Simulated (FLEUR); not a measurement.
# CdSe (F-43m) in FLEUR: a series of runs

One crystal, CdSe, is run at these levels: PBEsol, r2SCAN; tasks: equation of state, band structure.

Everything below comes from runs of FLEUR MaX-R8.1 (later development tree). Logs are shortened: lines on timing, memory, paths and dates and some standing lists are left out, and cuts for length are marked.

## Step 1: Starting point

The structure is cubic, space group F-43m (No. 216). Conventional cell: a = 6.141 Å, b = 6.141 Å, c = 6.141 Å, α = 90.00°, β = 90.00°, γ = 90.00°. Around Cd (site symmetry -43m) lie 4 Se at 2.66 Å. Se (site symmetry -43m) is surrounded by 4 Cd at 2.66 Å.

Measurements of this composition are mostly on another form, of space group No. 186.

## Step 2: Equation of state, PBEsol, 27.21 Å³/atom (volume scaled by 0.94)

inp.xml

```xml
<?xml version="1.0" encoding="UTF-8" standalone="no"?>
<fleurInput fleurInputVersion="0.39">
   <comment>
      CdSe                                                                                                
   </comment>
   <calculationSetup>
      <cutoffs Kmax="4.73" Gmax="14.7" GmaxXC="14.7" numbands="0"/>
      <scfLoop itmax="60" minDistance="0.00001" maxIterBroyd="15" imix="Anderson" alpha="0.05" precondParam="0.0" spinf="2.0" sdNocoIR="T"/>
      <coreElectrons ctail="T" frcor="F" kcrel="0" coretail_lmax="0"/>
      <xcFunctional name="PBEs" relativisticCorrections="F"/>
      <magnetism jspins="1"/>
      <soc l_soc="F" theta="0.0" phi="0.0" spav="F"/>
      <expertModes spex="0" secvar="F"/>
      <geometryOptimization l_f="F" forcealpha="1.0" forcemix="BFGS" epsdisp="0.00001" epsforce="0.00001"/>
      <ldaU l_linMix="F" mixParam="0.05" spinf="1.0"/>
   </calculationSetup>
   <cell>
      <bzIntegration valenceElectrons="36.0" mode="hist" fermiSmearingEnergy="0.00183747">
         <kPointListSelection listName="default-1"/>
         <!-- k-points included here -->
         <xi:include xmlns:xi="http://www.w3.org/2001/XInclude" href="kpts.xml"> </xi:include>
      </bzIntegration>
      <!-- symmetry operations included here -->
      <xi:include xmlns:xi="http://www.w3.org/2001/XInclude" href="sym.xml"> </xi:include>
      <bulkLattice scale="0.9795861087">
         <bravaisMatrix>
            <row-1>    0.0000000000000000     5.8019716936013745     5.8019716936013745</row-1>
            <row-2>    5.8019716936013745     0.0000000000000000     5.8019716936013745</row-2>
            <row-3>    5.8019716936013745     5.8019716936013745     0.0000000000000000</row-3>
         </bravaisMatrix>
      </bulkLattice>
   </cell>
   <atomSpecies>
      <species name="Cadmium (Cd)" element="Cd" atomicNumber="48">
         <mtSphere radius="2.44" gridPoints="833" logIncrement="0.015"/>
         <atomicCutoffs lmax="10" lnonsphr="10"/>
         <electronConfig flipSpins="F">
            <coreConfig>(1s1/2) (2s1/2) (2p1/2) (2p3/2) (3s1/2) (3p1/2) (3p3/2) (3d3/2) (3d5/2)</coreConfig>
            <valenceConfig>(4s1/2) (4p1/2) (4p3/2) (5s1/2) (4d3/2) (4d5/2)</valenceConfig>
         </electronConfig>
         <energyParameters s="5" p="5" d="4" f="4"/>
         <lo type="SCLO" l="0" n="4" eDeriv="0"/>
         <lo type="SCLO" l="1" n="4" eDeriv="0"/>
         <lo type="SCLO" l="1" n="4" eDeriv="1"/>
         <lo type="SCLO" l="2" n="4" eDeriv="2"/>
         <lo type="SCLO" l="3" n="4" eDeriv="2"/>
      </species>
      <species name="Selenium (Se)" element="Se" atomicNumber="34">
         <mtSphere radius="2.07" gridPoints="707" logIncrement="0.018"/>
         <atomicCutoffs lmax="9" lnonsphr="9"/>
         <electronConfig flipSpins="F">
            <coreConfig>(1s1/2) (2s1/2) (2p1/2) (2p3/2) (3s1/2) (3p1/2) (3p3/2)</coreConfig>
            <valenceConfig>(3d3/2) (3d5/2) (4s1/2) (4p1/2) (4p3/2)</valenceConfig>
            <stateOccupation state="(4p1/2)" spinUp="0.666667" spinDown="0.666667"/>
            <stateOccupation state="(4p3/2)" spinUp="1.333333" spinDown="1.333333"/>
         </electronConfig>
         <energyParameters s="4" p="4" d="4" f="4"/>
         <lo type="SCLO" l="2" n="3" eDeriv="0"/>
         <lo type="SCLO" l="0" n="4" eDeriv="2"/>
         <lo type="SCLO" l="1" n="4" eDeriv="2"/>
         <lo type="SCLO" l="3" n="4" eDeriv="2"/>
      </species>
   </atomSpecies>
   <atomGroups>
      <atomGroup species="Cadmium (Cd)">
         <relPos label="                   1">.0000000000 .0000000000 .0000000000</relPos>
         <force calculate="T" relaxXYZ="TTT"/>
      </atomGroup>
      <atomGroup species="Selenium (Se)">
         <relPos label="                   2">1.000/4.000 1.000/4.000 1.000/4.000</relPos>
         <force calculate="T" relaxXYZ="TTT"/>
      </atomGroup>
   </atomGroups>
   <output dos="F" band="F" slice="F">
      <checks vchk="F" cdinf="F"/>
      <bandDOS minEnergy="-.5*Htr" maxEnergy="0.5*Htr" sigma="0.015" storeEVData="T"/>
      <vacuumDOS vacdos="F" integ="F" star="F" nstars="0" locx1="0.0" locy1="0.0" locx2="0.0" locy2="0.0" nstm="0" tworkf="0.0"/>
      <unfoldingBand unfoldBand="F" supercellX="1" supercellY="1" supercellZ="1"/>
      <plotting iplot="0" polar="F">
         <plot TwoD="T" vec1="  1.0  0.0  0.0" vec2="  0.0  1.0  0.0" vec3="  0.0  0.0  1.0" zero="  0.0  0.0  0.0" file="plot"/>
      </plotting>
      <chargeDensitySlicing numkpt="0" minEigenval="0.0" maxEigenval="0.0" nnne="0" pallst="F"/>
      <specialOutput eonly="F"/>
      <moessbauerParams electricFieldGradient="T" isomerShift="T" coreHyperfine="T" valenceHyperfine="T"/>
      <magneticCircularDichroism mcd="F" energyLo="-10.0" energyUp="0.0"/>
   </output>
  <!-- We include the file relax.xml here to enable relaxations (see documentation) -->
  <xi:include xmlns:xi="http://www.w3.org/2001/XInclude" href="relax.xml"> <xi:fallback/> </xi:include>
</fleurInput>
```

Potentials or basis: all-electron, FLAPW.

The run is started by

```
$ inpgen -f crystal.txt -profile fastHighL
$ # inp.xml edited to the form shown
$ fleur_MPI
```

The program printed:

```text
Welcome to FLEUR        (www.flapw.de)
      MaX-Release 8.1          (www.max-centre.eu)

 ========== k-point set info ==========
 Selected k-point list: default-1
 k-point list type: mesh
 8 x 8 x 8
 Number of k points: 29

 ------------Calculation Setup---------------------------
 Number of MPI-tasks      :            1
 Number of PE/node        :            1
 Number of OMP-threads    :            1
 Most efficient MPI parallelization for:
           1          29
 Additional eigenvalue parallelization possible
 Number of basis functions:          740
 Approximate size of matrices (H+S) per k-point:         0.016 GB
 --------------------------------------------------------
 Iteration:     1   Distance:       6.15124871 me/bohr^3
 Iteration:     2   Distance:       5.57068236 me/bohr^3
 Iteration:     3   Distance:       3.27144713 me/bohr^3
 Iteration:     4   Distance:       1.16436443 me/bohr^3
 Iteration:     5   Distance:       0.89949327 me/bohr^3
 Iteration:     6   Distance:       0.15836214 me/bohr^3
 Iteration:     7   Distance:       0.06437206 me/bohr^3
 Iteration:     8   Distance:       0.05264693 me/bohr^3
 Iteration:     9   Distance:       0.00532673 me/bohr^3
 Iteration:    10   Distance:       0.00471909 me/bohr^3
 Iteration:    11   Distance:       0.00086086 me/bohr^3
 Iteration:    12   Distance:       0.00015307 me/bohr^3
 Iteration:    13   Distance:       0.00010474 me/bohr^3
 Iteration:    14   Distance:       0.00000778 me/bohr^3

 ********************************************************************
 Run finished successfully
 Stop message:
   all done
 ********************************************************************
```

out.xml (last iteration):

```text
<iteration numberForCurrentRun="   14" overallNumber="   14">
         <energyParameters units="Htr">
            <atomicEP atomType="1" spin="1" branch="5s" branchLowest="-3.57" branchHighest="1.34" value="0.0244270410"/>
            <atomicEP atomType="1" spin="1" branch="5p" branchLowest="-2.13" branchHighest="2.03" value="0.1819242579"/>
            <atomicEP atomType="1" spin="1" branch="4d" branchLowest="-14.14" branchHighest="0.00" value="-0.1121452649"/>
            <atomicEP atomType="1" spin="1" branch="4f" branchLowest="-9.99" branchHighest="2.14" value="0.4958542456"/>
            <loAtomicEP atomType="1" spin="1" branch="4s" branchLowest="-26.61" branchHighest="-3.57" value="-3.5709369000"/>
            <loAtomicEP atomType="1" spin="1" branch="4p" branchLowest="-21.75" branchHighest="-2.13" value="-2.1473081583"/>
            <loAtomicEP atomType="1" spin="1" branch="4p" branchLowest="-21.75" branchHighest="-2.13" value="-2.1473081583"/>
            <loAtomicEP atomType="1" spin="1" branch="4d" branchLowest="-14.14" branchHighest="0.00" value="-0.1204789935"/>
            <loAtomicEP atomType="1" spin="1" branch="4f" branchLowest="-9.99" branchHighest="2.14" value="0.4958568445"/>
            <atomicEP atomType="2" spin="1" branch="4s" branchLowest="-7.43" branchHighest="0.65" value="-0.3440309947"/>
            <atomicEP atomType="2" spin="1" branch="4p" branchLowest="-5.21" branchHighest="1.42" value="-0.0508511296"/>
            <atomicEP atomType="2" spin="1" branch="4d" branchLowest="-1.54" branchHighest="2.75" value="0.1783247989"/>
            <atomicEP atomType="2" spin="1" branch="4f" branchLowest="-9.99" branchHighest="3.67" value="0.3407209820"/>
            <loAtomicEP atomType="2" spin="1" branch="3d" branchLowest="-9.99" branchHighest="-1.54" value="-1.5543895002"/>
            <loAtomicEP atomType="2" spin="1" branch="4s" branchLowest="-7.43" branchHighest="0.65" value="-0.3440309947"/>
            <loAtomicEP atomType="2" spin="1" branch="4p" branchLowest="-5.21" branchHighest="1.42" value="-0.0529506778"/>
            <loAtomicEP atomType="2" spin="1" branch="4f" branchLowest="-9.99" branchHighest="3.67" value="0.3407236642"/>
         </energyParameters>
         <eigenvalues>
            <eigenvaluesAt spin="1" ikpt="1" k_x="0.00000000" k_y="0.00000000" k_z="0.00000000">
                      -3.5709298150       -2.1411365645       -2.1411365645       -2.1411365645       -1.5562867824
                      -1.5562867824       -1.5562867824       -1.5561434820       -1.5561434820       -0.3090449834
                      -0.1331787464       -0.1331787464       -0.1331787464       -0.1177973453       -0.1177973453
                       0.1620056194        0.1620056194        0.1620056194        0.1820464794        0.3775407332
                       0.3775407332        0.3775407332        0.5199019243        0.5729037528        0.5729037528
                       0.6018090358        0.6018090358        0.6018090358
            </eigenvaluesAt>
            <eigenvaluesAt spin="1" ikpt="2" k_x="0.00000000" k_y="0.00000000" k_z="0.12500000">
                      -3.5709297564       -2.1411385018       -2.1411368806       -2.1411368806       -1.5562908275
[... 61 lines left out ...]
               <shell n="2" l="0" isomerShift="16315.08272"/>
               <shell n="2" l="1" isomerShift="357.92418"/>
               <shell n="3" l="0" isomerShift="3109.92038"/>
               <shell n="3" l="1" isomerShift="73.34133"/>
               <shell n="3" l="2" isomerShift="0.00001"/>
            </coreIsomerShift>
            <coreIsomerShift atomType="2" isTotal="39904.66752">
               <shell n="1" l="0" isomerShift="35630.74432"/>
               <shell n="2" l="0" isomerShift="3653.07552"/>
               <shell n="2" l="1" isomerShift="36.79576"/>
               <shell n="3" l="0" isomerShift="578.17265"/>
               <shell n="3" l="1" isomerShift="5.87928"/>
            </coreIsomerShift>
            <isomerShift atomType="1" nucleusRadius="0.0001140" averageDensity="161922.64949"/>
            <isomerShift atomType="2" nucleusRadius="0.0001013" averageDensity="39959.40611"/>
            <electricFieldGradient atomType="1" VXX="0.00000" VYY="0.00000" VZZ="0.00000" asymParam="0.00000">
            </electricFieldGradient>
            <electricFieldGradient atomType="2" VXX="0.00000" VYY="0.00000" VZZ="0.00000" asymParam="0.00000">
            </electricFieldGradient>
         </moessbauerParams>
         <totalEnergy                                    value="    -8022.0661923204" units="Htr">
            <sumOfEigenvalues                            value="    -4764.3252061985">
               <coreElectrons value="-4727.4579979938"/>
               <valenceElectrons value="-36.8672082046"/>
            </sumOfEigenvalues>
            <densityCoulombPotentialIntegral value="-12801.6852384564"/>
            <densityEffectivePotentialIntegral value="-13115.0404296551"/>
            <chargeDenXCDenIntegral value="-238.5331865483"/>
            <FockExchangeEnergyValence value="0.0000000000"/>
            <FockExchangeEnergyCore value="0.0000000000"/>
            <atomTypeDependentContributions atomType="1">
               <electronNucleiInteractionDifferentMTs value="6774.0388551010"/>
               <MadelungTerm value="-19.9624586558"/>
            </atomTypeDependentContributions>
            <atomTypeDependentContributions atomType="2">
               <electronNucleiInteractionDifferentMTs value="2918.0030563334"/>
               <MadelungTerm value="-21.4012399104"/>
            </atomTypeDependentContributions>
            <tkbTimesEntropy value="0.0000006839"/>
            <freeEnergy value="-8022.0661930044"/>
            <extrapolationTo0K value="-8022.0661926624"/>
         </totalEnergy>
         <densityConvergence units="me/bohr^3">
            <chargeDensity spin="1" distance="0.0000077828"/>
         </densityConvergence>
      </iteration>
```

It took 3.2 min on 1 thread of Arm Neoverse V2, shared host; peak memory 0.08 GiB.

What came out:

| Property | Result |
| --- | --- |
| Free energy | -218291.5417 eV |
| Band gap on the k mesh | 0.55 eV, direct |
| Valence electrons inside the program's atomic spheres | Cd 18.34; Se 13.50 (radii Cd 2.44, Se 2.07 bohr) |

## Step 3: Equation of state, PBEsol, 27.78 Å³/atom (volume scaled by 0.96)

inp.xml: that of step 2 with these lines changed.

```diff
@@ -24,3 +24,3 @@
       <xi:include xmlns:xi="http://www.w3.org/2001/XInclude" href="sym.xml"> </xi:include>
-      <bulkLattice scale="0.9795861087">
+      <bulkLattice scale="0.9864848297">
          <bravaisMatrix>
```

Potentials or basis: all-electron, FLAPW.

The run is started by

```
$ inpgen -f crystal.txt -profile fastHighL
$ # inp.xml edited to the form shown
$ fleur_MPI
```

Run time: 3.3 min. Hardware: 1 thread of Arm Neoverse V2, shared host; peak memory 0.09 GiB.

The run converged. Its results:

```yaml
Free_energy: -218291.5507 eV
Band_gap_on_the_k_mesh: 0.50 eV, direct
Valence_electrons_inside_the_program's_atomic_spheres: Cd 18.32; Se 13.49 (radii Cd 2.44, Se 2.07 bohr)
```

## Step 4: Equation of state, PBEsol, 28.36 Å³/atom (volume scaled by 0.98)

inp.xml: that of step 3 with these lines changed.

```diff
@@ -24,3 +24,3 @@
       <xi:include xmlns:xi="http://www.w3.org/2001/XInclude" href="sym.xml"> </xi:include>
-      <bulkLattice scale="0.9864848297">
+      <bulkLattice scale="0.9932883884">
          <bravaisMatrix>
```

The run is started by

```
$ inpgen -f crystal.txt -profile fastHighL
$ # inp.xml edited to the form shown
$ fleur_MPI
```

Wall time 3.5 min (1 thread of Arm Neoverse V2, shared host); peak memory 0.08 GiB.

Results (log left out):

| Property | Result |
| --- | --- |
| Free energy | -218291.5515 eV |
| Band gap on the k mesh | 0.46 eV, direct |
| Valence electrons inside the program's atomic spheres | Cd 18.30; Se 13.48 (radii Cd 2.44, Se 2.07 bohr) |

## Step 5: Equation of state, PBEsol, 28.94 Å³/atom

inp.xml: that of step 4 with these lines changed.

```diff
@@ -24,3 +24,3 @@
       <xi:include xmlns:xi="http://www.w3.org/2001/XInclude" href="sym.xml"> </xi:include>
-      <bulkLattice scale="0.9932883884">
+      <bulkLattice scale="1.0000000000">
          <bravaisMatrix>
```

The run is started by

```
$ inpgen -f crystal.txt -profile fastHighL
$ # inp.xml edited to the form shown
$ fleur_MPI
```

Wall time 4.4 min (1 thread of Arm Neoverse V2, shared host); peak memory 0.09 GiB.

Results (log left out):

* Free energy: -218291.5450 eV
* Band gap on the k mesh: 0.43 eV, direct
* Valence electrons inside the program's atomic spheres: Cd 18.29; Se 13.47 (radii Cd 2.44, Se 2.07 bohr)

## Step 6: Equation of state, PBEsol, 29.52 Å³/atom (volume scaled by 1.02)

inp.xml: that of step 5 with these lines changed.

```diff
@@ -24,3 +24,3 @@
       <xi:include xmlns:xi="http://www.w3.org/2001/XInclude" href="sym.xml"> </xi:include>
-      <bulkLattice scale="1.0000000000">
+      <bulkLattice scale="1.0066227096">
          <bravaisMatrix>
```

Potentials or basis: all-electron, FLAPW.

The run is started by

```
$ inpgen -f crystal.txt -profile fastHighL
$ # inp.xml edited to the form shown
$ fleur_MPI
```

Wall time 4.7 min (1 thread of Arm Neoverse V2, shared host); peak memory 0.09 GiB.

Results (log left out):

```
Free energy                                           : -218291.5318 eV
Band gap on the k mesh                                : 0.39 eV, direct
Valence electrons inside the program's atomic spheres : Cd 18.28; Se 13.46 (radii Cd 2.44, Se 2.07 bohr)
```

## Step 7: Equation of state, PBEsol, 30.10 Å³/atom (volume scaled by 1.04)

inp.xml: that of step 6 with these lines changed.

```diff
@@ -24,3 +24,3 @@
       <xi:include xmlns:xi="http://www.w3.org/2001/XInclude" href="sym.xml"> </xi:include>
-      <bulkLattice scale="1.0066227096">
+      <bulkLattice scale="1.0131594038">
          <bravaisMatrix>
```

The run is started by

```
$ inpgen -f crystal.txt -profile fastHighL
$ # inp.xml edited to the form shown
$ fleur_MPI
```

It took 4.7 min on 1 thread of Arm Neoverse V2, shared host; peak memory 0.1 GiB.

It converged, with:

```yaml
Free_energy: -218291.5128 eV
Band_gap_on_the_k_mesh: 0.35 eV, direct
Valence_electrons_inside_the_program's_atomic_spheres: Cd 18.26; Se 13.45 (radii Cd 2.44, Se 2.07 bohr)
```

## Step 8: Equation of state, PBEsol, 30.68 Å³/atom (volume scaled by 1.06)

inp.xml: that of step 7 with these lines changed.

```diff
@@ -24,3 +24,3 @@
       <xi:include xmlns:xi="http://www.w3.org/2001/XInclude" href="sym.xml"> </xi:include>
-      <bulkLattice scale="1.0131594038">
+      <bulkLattice scale="1.0196128224">
          <bravaisMatrix>
```

The run is started by

```
$ inpgen -f crystal.txt -profile fastHighL
$ # inp.xml edited to the form shown
$ fleur_MPI
```

Run time: 4.7 min. Hardware: 1 thread of Arm Neoverse V2, shared host; peak memory 0.09 GiB.

It converged, with:

```yaml
Free_energy: -218291.4886 eV
Band_gap_on_the_k_mesh: 0.31 eV, direct
Valence_electrons_inside_the_program's_atomic_spheres: Cd 18.25; Se 13.44 (radii Cd 2.44, Se 2.07 bohr)
```

## Step 9: Equation of state, PBEsol

Potentials or basis: all-electron, FLAPW.

This step only gathers the single runs of the series.

What came out:

| Property | Result |
| --- | --- |
| Equilibrium volume | 28.13 Å³/atom |
| Bulk modulus | 52 GPa |
| Pressure derivative of the bulk modulus | 4.6 |

Energy against volume, from the lowest point:
| volume (Å³/atom) | energy (meV/atom) |
| --- | --- |
| 27.206 | 4.92 |
| 27.784 | 0.38 |
| 28.363 | 0.00 |
| 28.942 | 3.26 |
| 29.521 | 9.86 |
| 30.100 | 19.37 |
| 30.679 | 31.45 |

[end of part 1 of 2]
